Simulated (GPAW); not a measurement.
# SnO2 (P1) in GPAW: notebook, part 2 of 3

GPAW 26.7.0.

**4. Dielectric tensor, PBE (a zone-boundary wave of random shape, sigma 0.02 Å)**

Contents of run.py:

```python
import numpy as np
from ase.dft.bandgap import bandgap
from ase.io import read, write
from gpaw import GPAW, PW
from gpaw.response.df import DielectricFunction

atoms = read('SnO2.xyz')

calc = GPAW(mode=PW(600),
            xc='PBE',
            kpts={'size': (5, 4, 3), 'gamma': True},
            occupations={'name': 'fermi-dirac', 'width': 0.001},
            nbands=43,
            convergence={'density': 1e-06},
            maxiter=150,
            txt='gpaw.txt')
atoms.calc = calc
energy = atoms.get_potential_energy()
calc.write('gs.gpw')
write('result.traj', atoms)
print(f'Energy: {energy:.6f} eV')
print('Fermi level:', round(calc.get_fermi_level(), 4), 'eV')
print(f'Gap: {bandgap(calc)[0]:.4f} eV, direct: {bandgap(calc, direct=True)[0]:.4f} eV')

for size in [(5, 4, 3)]:
    name = 'x'.join(str(n) for n in size)
    dense = calc.fixed_density(kpts={'size': size, 'gamma': True},
                               nbands=80, convergence={'bands': 74, 'eigenstates': 1e-7},
                               update_fermi_level=True, txt=f'dense-{name}.txt')
    dense.write(f'{name}.gpw', mode='all')
    df = DielectricFunction(f'{name}.gpw', frequencies=np.array([0.0]), hilbert=False, eta=0.001,
                            ecut=80, nbands=74, intraband=False, txt=f'df-{name}.txt')
    for xc in ['LR0.1']:
        for direction in ['x', 'y', 'z', [0, 1, 1], [1, 0, 1], [1, 1, 0]]:
            e0, e = df.get_macroscopic_dielectric_constant(xc=xc, direction=direction)
            print(f'{name} {xc} {direction}: {e0:.4f} without, {e:.4f} with local fields')
```

Contents of SnO2.xyz:

```xyz
6
Lattice="1.6170930800 -2.8008873700 0.0000000000 1.6170930800 0.9336291200 4.8005925800 -4.8512792300 -2.8008873700 0.0000000000" Properties=species:S:1:pos:R:3 pbc="T T T"
Sn     1.6116972123     -0.9363533147      2.4135494300
Sn    -1.6116972073     -0.9309049353      2.3870431500
O     -1.6117225771     -2.8192052131      3.4107945768
O      1.6117225869     -2.7825695316      3.4205446764
O     -0.0216189147     -1.9143280562      1.3988982945
O     -1.5954741551     -4.6210758091      1.3709476123
```

Potentials or basis: GPAW PAW data sets (gpaw-data 1.2.1), pw.

Run with:

```console
$ OMP_NUM_THREADS=1 python run.py
```

gpaw.txt:

```text
__  _  _
 | _ |_)|_||  |
 |__||  | ||/\| - 26.7.0

Input parameters:
  mode=PW(ecut=600.0),
  convergence={'density': 1e-06},
  kpts=MonkhorstPack(size=(5, 4, 3), gamma=True),
  maxiter=150,
  nbands=43,
  occupations=Occupations(name='fermi-dirac', width=0.001),
  xc=XC(name='PBE')

Diagonalizing LCAO Hamiltonian
Converting LCAO to pw mode

        O Sn     OSn

             O
       O

Atoms  # Å, Bohr magnetons
|   | symbol |         x |         y |        z |    initial magnetic moments |
|---|--------|-----------|-----------|----------|-----------------------------|
| 0 |     Sn |  1.611697 | -0.936353 | 2.413549 | ( 0.0000,  0.0000,  0.0000) |
| 1 |     Sn | -1.611697 | -0.930905 | 2.387043 | ( 0.0000,  0.0000,  0.0000) |
| 2 |      O | -1.611723 | -2.819205 | 3.410795 | ( 0.0000,  0.0000,  0.0000) |
| 3 |      O |  1.611723 | -2.782570 | 3.420545 | ( 0.0000,  0.0000,  0.0000) |
| 4 |      O | -0.021619 | -1.914328 | 1.398898 | ( 0.0000,  0.0000,  0.0000) |
| 5 |      O | -1.595474 | -4.621076 | 1.370948 | ( 0.0000,  0.0000,  0.0000) |

Unit cell  # Å
| periodic |         x |         y |        z |  lengths |     angles |
|----------|-----------|-----------|----------|----------|------------|
|      yes |  1.617093 | -2.800887 | 0.000000 | 3.234186 | 111.254249 |
|      yes |  1.617093 |  0.933629 | 4.800593 | 5.150955 |  90.000000 |
|      yes | -4.851279 | -2.800887 | 0.000000 | 5.601775 |  90.000000 |

Number of symmetries: 1
Symmetry operations  # r_c * U_cc + t_c -> r_c
|   | kind |            matrix            |
|---|------|------------------------------|
| 0 |  E   |  1, 0, 0,  0, 1, 0,  0, 0, 1 |

BZ-sampling:
  Number of BZ points: 60
  Number of IBZ points: 31

  Monkhorst-Pack size: [5, 4, 3]
  Monkhorst-Pack shift: [0.0, 0.125, 0.0]

K-points  # in reciprocal-cell coordinates
|     |                                coordinates |     weight |
|-----|--------------------------------------------|------------|
|   0 | (  0.00000000,   0.00000000,   0.00000000) | 0.01666667 |
|   1 | (  0.00000000,   0.00000000,   0.33333333) | 0.03333333 |
|   2 | (  0.00000000,   0.25000000,  -0.33333333) | 0.03333333 |
|   3 | (  0.00000000,   0.25000000,   0.00000000) | 0.03333333 |
|   4 | (  0.00000000,   0.25000000,   0.33333333) | 0.03333333 |
|   5 | (  0.00000000,   0.50000000,   0.00000000) | 0.01666667 |
|   6 | (  0.00000000,   0.50000000,   0.33333333) | 0.03333333 |
|   7 | (  0.20000000,  -0.25000000,  -0.33333333) | 0.03333333 |
|   8 | (  0.20000000,  -0.25000000,   0.00000000) | 0.03333333 |
|   9 | (  0.20000000,  -0.25000000,   0.33333333) | 0.03333333 |
| ... |                                            |            |
|  30 | (  0.40000000,   0.50000000,   0.33333333) | 0.03333333 |

Plane wave coefficients: 2915
Cutoff: 600.0 eV

Spin-components: 1 (collinear spins)
Bands:           43
Projectors:      32
Spin-degeneracy: 2
Datatype:        complex128

Parallelization:
  kpt:    1
  domain: 1
  band:   1

Density:
  Valence electrons: 52.0
  Components: 1
  Grid points: [20 30 32]
  Charge: 0.0  # |e|

Potential:
  Grid points: [20 30 32]

species:
  Sn:
    name:    Tin
    Z:       50.0
    valence: 14
    core:    36
    charge:  0.0  # [|e|]
    compensation charges:
      type: gauss
      rc: 0.38  # [Å]
      lmax: 2
    cutoffs:
      filter: 2.23  # [Å]
      core: 2.35  # [Å]
    projectors
    | kind |    occ | energy [eV] | rcut [Å] |
    |------|--------|-------------|----------|
    |   5s |  2.000 |     -10.538 |    1.201 |
    |   5p |  2.000 |      -3.696 |    1.270 |
    |   4d | 10.000 |     -25.845 |    1.185 |
    |    s |        |      16.674 |    1.201 |
    |    p |        |      23.515 |    1.270 |
    |    d |        |       1.367 |    1.185 |

    Using partial waves for Sn as LCAO basis

  O:
    name:    Oxygen
    Z:       8.0
    valence: 6
    core:    2
    charge:  0.0  # [|e|]
    compensation charges:
      type: gauss
      rc: 0.21  # [Å]
      lmax: 2
    cutoffs:
      filter: 1.17  # [Å]
      core: 0.83  # [Å]
    projectors
    | kind |    occ | energy [eV] | rcut [Å] |
    |------|--------|-------------|----------|
    |   2s |  2.000 |     -23.961 |    0.688 |
    |   2p |  4.000 |      -9.029 |    0.598 |
    |    s |        |       3.251 |    0.688 |
    |    p |        |      18.182 |    0.598 |
    |    d |        |       0.000 |    0.619 |

    Using partial waves for O as LCAO basis

Reference energy: -344184.795819  # eV

eigensolver:
  PPCG
  Converge bands: occupied
  niter=2

density mixing:
  MSR1-Mixer
  Pratt-step length: 0.05
  Maximum mixing coefficient: 0.75
  Old densities: 10
  SVD Regularization: 0.005
  Good broyden scale: 1.0
  Trust region scale: 1.0
  Backstep threshold: 4.0
  History deletion threshold: 6.0
  Fourier metric: weight=20.0, sigma=0.015

occupation numbers:
  Fermi-Dirac:
    width: 0.0010  # eV

poisson solver:
  ecut: 4800.0  # eV

xc functional:
  name: PBE with 2 nearest neighbor stencil

convergence criteria:
- Maximum integral of absolute [dens]ity change: 1e-06 electrons / valence electron
- Maximum [total energy] change in last 3 cyles: 0.0005 eV / valence electron
- Maximum integral of absolute [eigenst]ate change: 4e-08 eV^2 / valence electron
maximum number of iterations: 150

SCF iterations
|iter     | |      energy | eigst |  dens |
|---------|-|-------------|-------|-------|
|iter:   1| |  -42.907232 | +0.43 |       |
|iter:   2| |  -41.494668 | -1.30 | -0.88 |
|iter:   3| |  -37.623077 | -0.82 | -0.94 |
|iter:   4| |  -37.570369 | -2.49 | -1.46 |
|iter:   5| |  -37.575322 | -3.22 | -1.77 |
|iter:   6| |  -37.575262c| -3.94 | -2.66 |
|iter:   7| |  -37.574964c| -4.71 | -2.91 |
|iter:   8| |  -37.575024c| -5.71 | -3.32 |
|iter:   9| |  -37.575023c| -6.35 | -3.78 |
|iter:  10| |  -37.575024c| -7.19 | -4.17 |
|iter:  11| |  -37.575024c| -7.57c| -4.82 |
|iter:  12| |  -37.575024c| -7.86c| -5.01 |
|iter:  13| |  -37.575024c| -8.29c| -5.47 |
|iter:  14| |  -37.575024c| -8.79c| -6.26c|

Converged in 14 steps
Energy contributions relative to reference atoms: (reference = -344184.795819)

Energy contributions:
  Kinetic:          56.260932
  Coulomb:         -51.453013
  Zero:              0.087713
  External:          0.000000
  Xc:              -42.470656
  Entropy:          -0.000000
  Spinorbit:         0.000000
  ----------------------------
  Free energy:     -37.575024
  Extrapolated:    -37.575024

dipole moment: (19.159885, 3.355304, 0.000455)  # |e|*Ang

Fermi level: 3.358
Eigenvalues  # (at kpt = [0.000, 0.000, 0.000])
| band index |      eig [eV] | occ [0-2] |
|------------|---------------|-----------|
|          0 |       -17.314 |     2.000 |
|        ... |               |           |
|         18 |         1.954 |     2.000 |
|         19 |         1.983 |     2.000 |
|         20 |         2.131 |     2.000 |
|         21 |         2.378 |     2.000 |
|         22 |         2.397 |     2.000 |
|         23 |         2.841 |     2.000 |
[... 8 lines left out ...]
|         32 |        14.345 |     0.000 |
|         33 |        14.622 |     0.000 |
|        ... |               |           |
|         42 |        22.273 |     0.000 |

Gap: 1.858 eV
Transition (v -> c):
  (s=0, k=11, n=25, [0.20, 0.00, 0.00]) -> (s=0, k=0, n=26, [0.00, 0.00, 0.00])
Direct/indirect transitions are different
Direct gap: 1.870 eV
Transition at: (s=0, k=0, n=25, [0.00, 0.00, 0.00])
# Writing to gs.gpw (mode='')
```

It took 4.5 min on 1 thread of Arm Neoverse V2, shared host; peak memory 0.57 GiB.

Results:

| Property | Result |
| --- | --- |
| Free energy | -37.5750 eV |
| Band gap on the k mesh | 1.86 eV |
| Electronic dielectric tensor (diagonal) | 4.39, 4.42, 2.73 |

Electronic dielectric tensor:
```
 4.39 -0.01 -0.01
-0.01  4.42  0.00
-0.01  0.00  2.73
```

Caveat: the k mesh is coarse; the long-wavelength limit can be off by a per cent or two; spin-orbit coupling is left out, which moves the levels of the heavy elements; an odd mesh through Γ misses points on the zone boundary, where band edges often lie.

**5. Dielectric tensor, PBE (a zone-boundary wave of random shape, sigma 0.02 Å)**

run.py, as its differences from that of step 4:

```diff
@@ -32,3 +32,3 @@
                             ecut=80, nbands=74, intraband=False, txt=f'df-{name}.txt')
-    for xc in ['LR0.1']:
+    for xc in ['Bootstrap']:
         for direction in ['x', 'y', 'z', [0, 1, 1], [1, 0, 1], [1, 1, 0]]:
```

SnO2.xyz is that of step 4.

Potentials or basis: GPAW PAW data sets (gpaw-data 1.2.1), pw.

Run with:

```console
$ OMP_NUM_THREADS=1 python run.py
```

gpaw.txt:

```text
__  _  _
 | _ |_)|_||  |
 |__||  | ||/\| - 26.7.0

Input parameters:
  mode=PW(ecut=600.0),
  convergence={'density': 1e-06},
  kpts=MonkhorstPack(size=(5, 4, 3), gamma=True),
  maxiter=150,
  nbands=43,
  occupations=Occupations(name='fermi-dirac', width=0.001),
  xc=XC(name='PBE')

Diagonalizing LCAO Hamiltonian
Converting LCAO to pw mode

        O Sn     OSn

             O
       O

Atoms  # Å, Bohr magnetons
|   | symbol |         x |         y |        z |    initial magnetic moments |
|---|--------|-----------|-----------|----------|-----------------------------|
| 0 |     Sn |  1.611697 | -0.936353 | 2.413549 | ( 0.0000,  0.0000,  0.0000) |
| 1 |     Sn | -1.611697 | -0.930905 | 2.387043 | ( 0.0000,  0.0000,  0.0000) |
| 2 |      O | -1.611723 | -2.819205 | 3.410795 | ( 0.0000,  0.0000,  0.0000) |
| 3 |      O |  1.611723 | -2.782570 | 3.420545 | ( 0.0000,  0.0000,  0.0000) |
| 4 |      O | -0.021619 | -1.914328 | 1.398898 | ( 0.0000,  0.0000,  0.0000) |
| 5 |      O | -1.595474 | -4.621076 | 1.370948 | ( 0.0000,  0.0000,  0.0000) |

Unit cell  # Å
| periodic |         x |         y |        z |  lengths |     angles |
|----------|-----------|-----------|----------|----------|------------|
|      yes |  1.617093 | -2.800887 | 0.000000 | 3.234186 | 111.254249 |
|      yes |  1.617093 |  0.933629 | 4.800593 | 5.150955 |  90.000000 |
|      yes | -4.851279 | -2.800887 | 0.000000 | 5.601775 |  90.000000 |

Number of symmetries: 1
Symmetry operations  # r_c * U_cc + t_c -> r_c
|   | kind |            matrix            |
|---|------|------------------------------|
| 0 |  E   |  1, 0, 0,  0, 1, 0,  0, 0, 1 |

BZ-sampling:
  Number of BZ points: 60
  Number of IBZ points: 31

  Monkhorst-Pack size: [5, 4, 3]
  Monkhorst-Pack shift: [0.0, 0.125, 0.0]

K-points  # in reciprocal-cell coordinates
|     |                                coordinates |     weight |
|-----|--------------------------------------------|------------|
|   0 | (  0.00000000,   0.00000000,   0.00000000) | 0.01666667 |
|   1 | (  0.00000000,   0.00000000,   0.33333333) | 0.03333333 |
|   2 | (  0.00000000,   0.25000000,  -0.33333333) | 0.03333333 |
|   3 | (  0.00000000,   0.25000000,   0.00000000) | 0.03333333 |
|   4 | (  0.00000000,   0.25000000,   0.33333333) | 0.03333333 |
|   5 | (  0.00000000,   0.50000000,   0.00000000) | 0.01666667 |
|   6 | (  0.00000000,   0.50000000,   0.33333333) | 0.03333333 |
|   7 | (  0.20000000,  -0.25000000,  -0.33333333) | 0.03333333 |
|   8 | (  0.20000000,  -0.25000000,   0.00000000) | 0.03333333 |
|   9 | (  0.20000000,  -0.25000000,   0.33333333) | 0.03333333 |
| ... |                                            |            |
|  30 | (  0.40000000,   0.50000000,   0.33333333) | 0.03333333 |

Plane wave coefficients: 2915
Cutoff: 600.0 eV

Spin-components: 1 (collinear spins)
Bands:           43
Projectors:      32
Spin-degeneracy: 2
Datatype:        complex128

Parallelization:
  kpt:    1
  domain: 1
  band:   1

Density:
  Valence electrons: 52.0
  Components: 1
  Grid points: [20 30 32]
  Charge: 0.0  # |e|

Potential:
  Grid points: [20 30 32]

species:
  Sn:
    name:    Tin
    Z:       50.0
    valence: 14
    core:    36
    charge:  0.0  # [|e|]
    compensation charges:
      type: gauss
      rc: 0.38  # [Å]
      lmax: 2
    cutoffs:
      filter: 2.23  # [Å]
      core: 2.35  # [Å]
    projectors
    | kind |    occ | energy [eV] | rcut [Å] |
    |------|--------|-------------|----------|
    |   5s |  2.000 |     -10.538 |    1.201 |
    |   5p |  2.000 |      -3.696 |    1.270 |
    |   4d | 10.000 |     -25.845 |    1.185 |
    |    s |        |      16.674 |    1.201 |
    |    p |        |      23.515 |    1.270 |
    |    d |        |       1.367 |    1.185 |

    Using partial waves for Sn as LCAO basis

  O:
    name:    Oxygen
    Z:       8.0
    valence: 6
    core:    2
    charge:  0.0  # [|e|]
    compensation charges:
      type: gauss
      rc: 0.21  # [Å]
      lmax: 2
    cutoffs:
      filter: 1.17  # [Å]
      core: 0.83  # [Å]
    projectors
    | kind |    occ | energy [eV] | rcut [Å] |
    |------|--------|-------------|----------|
    |   2s |  2.000 |     -23.961 |    0.688 |
    |   2p |  4.000 |      -9.029 |    0.598 |
    |    s |        |       3.251 |    0.688 |
    |    p |        |      18.182 |    0.598 |
    |    d |        |       0.000 |    0.619 |

    Using partial waves for O as LCAO basis

Reference energy: -344184.795819  # eV

eigensolver:
  PPCG
  Converge bands: occupied
  niter=2

density mixing:
  MSR1-Mixer
  Pratt-step length: 0.05
  Maximum mixing coefficient: 0.75
  Old densities: 10
  SVD Regularization: 0.005
  Good broyden scale: 1.0
  Trust region scale: 1.0
  Backstep threshold: 4.0
  History deletion threshold: 6.0
  Fourier metric: weight=20.0, sigma=0.015

occupation numbers:
  Fermi-Dirac:
    width: 0.0010  # eV

poisson solver:
  ecut: 4800.0  # eV

xc functional:
  name: PBE with 2 nearest neighbor stencil

convergence criteria:
- Maximum integral of absolute [dens]ity change: 1e-06 electrons / valence electron
- Maximum [total energy] change in last 3 cyles: 0.0005 eV / valence electron
- Maximum integral of absolute [eigenst]ate change: 4e-08 eV^2 / valence electron
maximum number of iterations: 150

SCF iterations
|iter     | |      energy | eigst |  dens |
|---------|-|-------------|-------|-------|
|iter:   1| |  -42.907232 | +0.43 |       |
|iter:   2| |  -41.494668 | -1.30 | -0.88 |
|iter:   3| |  -37.623077 | -0.82 | -0.94 |
|iter:   4| |  -37.570369 | -2.49 | -1.46 |
|iter:   5| |  -37.575322 | -3.22 | -1.77 |
|iter:   6| |  -37.575262c| -3.94 | -2.66 |
|iter:   7| |  -37.574964c| -4.71 | -2.91 |
|iter:   8| |  -37.575024c| -5.71 | -3.32 |
|iter:   9| |  -37.575023c| -6.35 | -3.78 |
|iter:  10| |  -37.575024c| -7.19 | -4.17 |
|iter:  11| |  -37.575024c| -7.57c| -4.82 |
|iter:  12| |  -37.575024c| -7.86c| -5.01 |
|iter:  13| |  -37.575024c| -8.29c| -5.47 |
|iter:  14| |  -37.575024c| -8.79c| -6.26c|

Converged in 14 steps
Energy contributions relative to reference atoms: (reference = -344184.795819)

Energy contributions:
  Kinetic:          56.260932
  Coulomb:         -51.453013
  Zero:              0.087713
  External:          0.000000
  Xc:              -42.470656
  Entropy:          -0.000000
  Spinorbit:         0.000000
  ----------------------------
  Free energy:     -37.575024
  Extrapolated:    -37.575024

dipole moment: (19.159885, 3.355304, 0.000455)  # |e|*Ang

Fermi level: 3.358
Eigenvalues  # (at kpt = [0.000, 0.000, 0.000])
| band index |      eig [eV] | occ [0-2] |
|------------|---------------|-----------|
|          0 |       -17.314 |     2.000 |
|        ... |               |           |
|         18 |         1.954 |     2.000 |
|         19 |         1.983 |     2.000 |
|         20 |         2.131 |     2.000 |
|         21 |         2.378 |     2.000 |
|         22 |         2.397 |     2.000 |
|         23 |         2.841 |     2.000 |
[... 8 lines left out ...]
|         32 |        14.345 |     0.000 |
|         33 |        14.622 |     0.000 |
|        ... |               |           |
|         42 |        22.273 |     0.000 |

Gap: 1.858 eV
Transition (v -> c):
  (s=0, k=11, n=25, [0.20, 0.00, 0.00]) -> (s=0, k=0, n=26, [0.00, 0.00, 0.00])
Direct/indirect transitions are different
Direct gap: 1.870 eV
Transition at: (s=0, k=0, n=25, [0.00, 0.00, 0.00])
# Writing to gs.gpw (mode='')
```

Run time: 4.6 min. Hardware: 1 thread of Arm Neoverse V2, shared host; peak memory 0.57 GiB.

Results:

```yaml
Free_energy: -37.5750 eV
Band_gap_on_the_k_mesh: 1.86 eV
Electronic_dielectric_tensor_diagonal: 5.07, 5.09, 3.19
```

Electronic dielectric tensor:
```
 5.07 -0.01  0.01
-0.01  5.09  0.01
 0.01  0.01  3.19
```

Caveat: the k mesh is coarse; the long-wavelength limit can be off by a per cent or two; spin-orbit coupling is left out, which moves the levels of the heavy elements; an odd mesh through Γ misses points on the zone boundary, where band edges often lie.

[end of part 2 of 3]
